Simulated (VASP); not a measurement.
# SiC (Moissanite 3C) (F-43m) in VASP: notebook

Aim: see how the results for SiC (Moissanite 3C) move with the level of theory and the settings. Levels: PBE, PBEsol. Tasks: relaxation of the atoms, single point.

All numbers are computed with VASP 6.6.1; they aren't measurements. Logs are shortened: lines on timing, memory, paths and dates and some standing lists are left out, and cuts for length are marked.

**What was measured.**

From “Insight into the structural, elastic and electronic properties of a new orthorhombic 6O-SiC polytype”, 2020, pmc:7200658, for a bulk crystal of SiC: band gap 2.4 eV (indirect).

The runs below are set against these values where they give the same quantity.

## 1. Starting point

It takes space group F-43m (No. 216, cubic). Conventional cell: a = 4.358 Å, b = 4.358 Å, c = 4.358 Å, α = 90.00°, β = 90.00°, γ = 90.00°. Si (site symmetry -43m) is surrounded by 4 C at 1.89 Å. C (site symmetry -43m) has 4 Si at 1.89 Å as nearest neighbours.

## 2. Relaxation of the atoms, PBE (a relaxed cell with its volume scaled by 1.06)

The input, INCAR:

```
SYSTEM = SiC
  PREC = Accurate
  ENCUT = 300
  EDIFF = 1E-7
  ISMEAR = 0
  SIGMA = 0.03
  LREAL = .FALSE.
  LASPH = .TRUE.
  NELM = 80
  ALGO = Fast
  ISIF = 2
  LWAVE = .FALSE.
  LCHARG = .FALSE.
  GGA = PE
  IBRION = 2
  NSW = 40
  EDIFFG = -0.01
```

The input, KPOINTS:

```
Automatic mesh
0
G
  5 5 5
  0 0 0
```

The input, POSCAR:

```
SiC                                     
1.0
    0.0000000000      2.2300547049      2.2300547049
    2.2300547049      0.0000000000      2.2300547049
    2.2300547049      2.2300547049      0.0000000000
  Si              C             
     1     1
Direct
     0.0000000000000000    0.0000000000000000    0.0000000000000000
     0.2500000000000000    0.2500000000000000    0.2500000000000000
```

Potentials or basis: VASP PAW PBE potentials, release 64 (Si, C_s).

Command:

```bash
> cat potpaw_PBE.64/Si/POTCAR potpaw_PBE.64/C_s/POTCAR > POTCAR
> mpirun -np 1 vasp_std > vasp.out
```

OUTCAR:

```text
SYSTEM = SiC
   PREC = Accurate
   ENCUT = 300
   EDIFF = 1E-7
   ISMEAR = 0
   LREAL = .FALSE.
   LASPH = .TRUE.
   NELM = 80
   ISIF = 2
   GGA = PE
   IBRION = 2
   NSW = 40
   EDIFFG = -0.01

 ion  position               nearest neighbor table
   1  0.000  0.000  0.000-   2 1.93   2 1.93   2 1.93   2 1.93
   2  0.250  0.250  0.250-   1 1.93   1 1.93   1 1.93   1 1.93

  LATTYP: Found a face centered cubic cell.
 ALAT       =     4.4601094098

  Lattice vectors:

 A1 = (   0.0000000000,   2.2300547049,   2.2300547049)
 A2 = (   2.2300547049,   0.0000000000,   2.2300547049)
 A3 = (   2.2300547049,   2.2300547049,   0.0000000000)

Analysis of symmetry for initial positions (statically):
=====================================================================
 Subroutine PRICEL returns:
 Original cell was already a primitive cell.

 Routine SETGRP: Setting up the symmetry group for a
 face centered cubic supercell.

 Subroutine GETGRP returns: Found 24 space group operations
 (whereof 24 operations were pure point group operations)
 out of a pool of 48 trial point group operations.

The static configuration has the point symmetry T_d .

Analysis of symmetry for dynamics (positions and initial velocities):
=====================================================================
 Subroutine PRICEL returns:
 Original cell was already a primitive cell.

 Routine SETGRP: Setting up the symmetry group for a
 face centered cubic supercell.

 Subroutine GETGRP returns: Found 24 space group operations
 (whereof 24 operations were pure point group operations)
 out of a pool of 48 trial point group operations.

The dynamic configuration has the point symmetry T_d .

 Subroutine INISYM returns: Found 24 space group operations
 (whereof 24 operations are pure point group operations),
 and found     1 'primitive' translations

----------------------------------------------------------------------------------------

                                     Primitive cell

  volume of cell :      22.1808
[... 73 lines left out ...]
   NELM   =     80;   NELMIN=  2; NELMDL= -5     # of ELM steps
   EDIFF  = 0.1E-06   stopping-criterion for ELM
   LREAL  =      F    real-space projection
   EDIFFG = -.1E-01   stopping-criterion for IOM
   NSW    =     40    number of steps for IOM
   IBRION =      2    ionic relax: 0-MD 1-quasi-New 2-CG
   NFREE  =      1    steps in history (QN), initial steepest desc. (CG)
   ISIF   =      2    stress and relaxation
   ISYM   =      2    0-nonsym 1-usesym 2-fastsym
   POTIM  = 0.5000    time-step for ionic-motion
   TEBEG  =    0.0;   TEEND  =   0.0 temperature during run
   PSTRESS=    0.0 pullay stress
   NELECT =       8.0000    total number of electrons
   NUPDOWN=      -1.0000    fix difference up-down
   EMIN   =  10.00;   EMAX   =-10.00  energy-range for DOS
   EFERMI =   0.00;   METHOD = LEGACY
   ISMEAR =     0;   SIGMA  =   0.03  broadening in eV -4-tet -1-fermi 0-gaus
   EFERMI_NEDOS =   21; number of points for ismear=-14 and -15
   IALGO  =     68    algorithm
   IMIX   =      4    mixing-type and parameters
     AMIX     =   0.40;   BMIX     =  1.00
     AMIX_MAG =   1.60;   BMIX_MAG =  1.00
  volume/ion in A,a.u.               =      11.09        74.84
  Fermi-wavevector in a.u.,A,eV,Ry     =   1.165322  2.202139 18.476379  1.357976
  Thomas-Fermi vector in A             =   2.301849
   LORBIT       =      0    0 simple, 1 ext, 2 COOP (PROOUT), +10 PAW based schemes
   GGA     = PE    functional components
   LHFCALC =     F    Hartree Fock is set to
   AEXX    =    0.0000 exact exchange contribution
   IVDW    =     0    specifies the selected vdW correction
   LEPSILON=     F    determine dielectric tensor
   LRPA    =     F    only Hartree local field effects (RPA)
 conjugate gradient relaxation of ions
 non-spin polarized calculation
 RMM-DIIS sequential band-by-band and
 Gauss-broadening in eV      SIGMA  =   0.03
  energy-cutoff  :      300.00
  volume of cell :       22.18
 maximum number of plane-waves:       274
 NGX is ok and might be reduce to    18
   NGX =  9   NGY =  9   NGZ =  9

 number of electron       7.9999999 magnetization

 Free energy of the ion-electron system (eV)
  ---------------------------------------------------
  ext. energy  EPLUGINS =         0.00000000
  ---------------------------------------------------
  free energy    TOTEN  =       -14.97569803 eV

  energy without entropy =      -14.97569803  energy(sigma->0) =      -14.97569803

 E-fermi :   7.9452     XC(G=0): -11.0425

 val. band max:        7.7493883072   @ k =   0.0000   0.0000   0.0000
 cond. band min:       9.5871114866   @ k =   0.4000   0.4000   0.0000
 fundamental gap:      1.8377231794
 Fermi energy:         7.9451697838

 k-point     1 :       0.0000    0.0000    0.0000
  band No.  band energies     occupation
      1      -7.1318      2.00000
      2       7.7494      2.00000
      3       7.7494      2.00000
      4       7.7494      2.00000
      5      13.1686      0.00000
      6      14.5803      0.00000
      7      14.5803      0.00000
      8      14.5803      0.00000
[... 89 lines left out ...]
 k-point    10 :      -0.4000    0.4000    0.2000
  band No.  band energies     occupation
      1      -2.9434      2.00000
      2       1.1212      2.00000
      3       3.1401      2.00000
      4       4.4575      2.00000
      5      12.5652      0.00000
      6      15.5319      0.00000
      7      16.0122      0.00000
      8      19.5240      0.00000

------------------------ aborting loop because EDIFF is reached ----------------------------------------

  FORCE on cell =-STRESS in cart. coord.  units (eV):
  Direction    XX          YY          ZZ          XY          YZ          ZX
  --------------------------------------------------------------------------------------
  -------------------------------------------------------------------------------------
  Total       -1.5324516     -1.5324516     -1.5324516     -0.0000000      0.0000000     -0.0000000
  in kB     -110.6931631   -110.6931631   -110.6931631     -0.0000000      0.0000000     -0.0000000
  external PRESSURE =    -110.6931631 kB  Pullay stress =       0.0000000 kB

 VOLUME and BASIS-vectors are now :
 -----------------------------------------------------------------------------
  energy-cutoff  :      300.00
  volume of cell :       22.18
      direct lattice vectors                 reciprocal lattice vectors
     0.000000000  2.230054705  2.230054705    -0.224209746  0.224209746  0.224209746
     2.230054705  0.000000000  2.230054705     0.224209746 -0.224209746  0.224209746
     2.230054705  2.230054705  0.000000000     0.224209746  0.224209746 -0.224209746

 POSITION                                       TOTAL-FORCE (eV/Angst)
 -----------------------------------------------------------------------------------
      0.00000      0.00000      0.00000        -0.000000     -0.000000     -0.000000
      1.11503      1.11503      1.11503         0.000000      0.000000      0.000000
 -----------------------------------------------------------------------------------
    total drift:                                0.000000      0.000000      0.000000

  FREE ENERGIE OF THE ION-ELECTRON SYSTEM (eV)
  ---------------------------------------------------
  free  energy   TOTEN  =       -14.9756980281 eV

  energy  without entropy=      -14.9756980281  energy(sigma->0) =      -14.97569803

 reached required accuracy - stopping structural energy minimisation
```

OSZICAR:

```text
N       E                     dE             d eps       ncg     rms          rms(c)
DAV:   1     0.375202748267E+01    0.37520E+01   -0.30563E+03   168   0.540E+02
DAV:   2    -0.164467374734E+02   -0.20199E+02   -0.19576E+02   216   0.136E+02
DAV:   3    -0.166746630384E+02   -0.22793E+00   -0.22793E+00   192   0.144E+01
DAV:   4    -0.166753310250E+02   -0.66799E-03   -0.66799E-03   232   0.894E-01
DAV:   5    -0.166753325753E+02   -0.15502E-05   -0.15502E-05   200   0.304E-02    0.100E+01
RMM:   6    -0.149594109496E+02    0.17159E+01   -0.22580E+00   161   0.163E+01    0.845E+00
RMM:   7    -0.149808832924E+02   -0.21472E-01   -0.12646E+00   161   0.788E+00    0.432E+00
RMM:   8    -0.149750180546E+02    0.58652E-02   -0.60161E-02   160   0.271E+00    0.169E+00
RMM:   9    -0.149759013239E+02   -0.88327E-03   -0.12911E-02   162   0.160E+00    0.384E-01
RMM:  10    -0.149762061450E+02   -0.30482E-03   -0.15017E-02   172   0.136E+00    0.305E-01
RMM:  11    -0.149759696213E+02    0.23652E-03   -0.29672E-03   168   0.634E-01    0.178E-01
RMM:  12    -0.149756825467E+02    0.28707E-03   -0.71956E-04   160   0.284E-01    0.286E-02
RMM:  13    -0.149756938972E+02   -0.11351E-04   -0.19378E-04   166   0.136E-01    0.266E-02
RMM:  14    -0.149756978590E+02   -0.39618E-05   -0.22745E-05   178   0.561E-02    0.136E-02
RMM:  15    -0.149756979495E+02   -0.90535E-07   -0.58076E-06   167   0.208E-02    0.354E-02
RMM:  16    -0.149756978497E+02    0.99801E-07   -0.12977E-06   158   0.109E-02    0.933E-03
RMM:  17    -0.149756979672E+02   -0.11748E-06   -0.46575E-07   145   0.567E-03    0.803E-03
RMM:  18    -0.149756980281E+02   -0.60891E-07   -0.84435E-08   121   0.410E-03
   1 F= -.14975698E+02 E0= -.14975698E+02  d E =-.149757E+02
```

Run time: 1.8 s. Hardware: 1 thread of Intel Xeon 6975P-C (Granite Rapids), shared host; peak memory 0.11 GiB.

Results:

```
Free energy            : -14.9757 eV
Band gap on the k mesh : 1.84 eV, indirect (least direct gap 4.70 eV)
```

Final structure:
```xyz
2
Lattice="0.0000 2.2301 2.2301 2.2301 0.0000 2.2301 2.2301 2.2301 0.0000" Properties=species:S:1:pos:R:3 pbc="T T T"
Si    0.0000    0.0000    0.0000
C     1.1150    1.1150    1.1150
```

Caveat: the k mesh is coarse (spacing up to 0.49 Å⁻¹), so the values aren't converged; the cutoff is under 1.25 times the usual one of these potentials, so pressure, stress and relaxed cells hold a basis-set (Pulay) error; the relaxation stopped at its first step, so nothing moved; an odd mesh through Γ misses points on the zone boundary, where band edges often lie.

## 3. Single point, PBEsol

The input, INCAR:

```
ALGO = Normal
EDIFF = 1E-6
ENCUT = 520
GGA = PS
ISIF = 2
ISMEAR = 0
KPAR = 4
LASPH = T
LCHARG = F
LREAL = F
LWAVE = F
NBANDS = 11
NELM = 80
PREC = Accurate
SIGMA = 0.03
```

The input, KPOINTS:

```
k-points
0
Gamma
  8 8 8
```

The input, POSCAR:

```
SiC
1.0
    0.0000000000      2.1790000000      2.1790000000
    2.1790000000      0.0000000000      2.1790000000
    2.1790000000      2.1790000000      0.0000000000
Si C
1 1
Direct
    0.0000000000      0.0000000000      0.0000000000
    0.2500000000      0.2500000000      0.2500000000
```

Potentials or basis: VASP PAW PBE potentials, release 64 (Si, C).

Command:

```bash
> cat potpaw_PBE.64/Si/POTCAR potpaw_PBE.64/C/POTCAR > POTCAR
> mpirun -np 4 vasp_std > vasp.out
```

Wall time 3.9 s (4 MPI ranks of Intel Xeon Platinum 8488C (Sapphire Rapids), shared host); peak memory 0.12 GiB.

The run converged. Its results:

```yaml
Free_energy: -15.9138 eV
Pressure: 0.2 GPa
Band_gap_on_the_k_mesh: 1.23 eV, indirect (least direct gap 4.44 eV)
```

Levels at points of the mesh, in eV from the valence-band top:
```tsv
k point	band 1	band 2	band 3	band 4	band 5	band 6	band 7	band 8
(0.00, 0.00, 0.00)	-15.42	0.00	0.00	0.00	6.19	7.24	7.24	7.24
(0.50, 0.00, 0.00)	-11.82	-8.60	-1.06	-1.06	5.37	7.14	7.14	9.92
(0.50, 0.50, 0.00)	-10.36	-7.83	-3.21	-3.21	1.23	4.20	13.95	13.95
```

Caveat: the PAW data sets were made with another functional, which shifts forces and pressure a little.

## 4. Against experiment

Step 3. A measured gap of SiC is 2.4 eV (indirect; quoted in “Insight into the structural, elastic and electronic properties of a new orthorhombic 6O-SiC polytype”, 2020, pmc:7200658); the calculated 1.23 eV misses it by -1.17 eV. The value is that of PBEsol on a finite k mesh, which can miss the band edges, without temperature or zero-point motion. Semilocal functionals fall short of measured gaps as a rule.
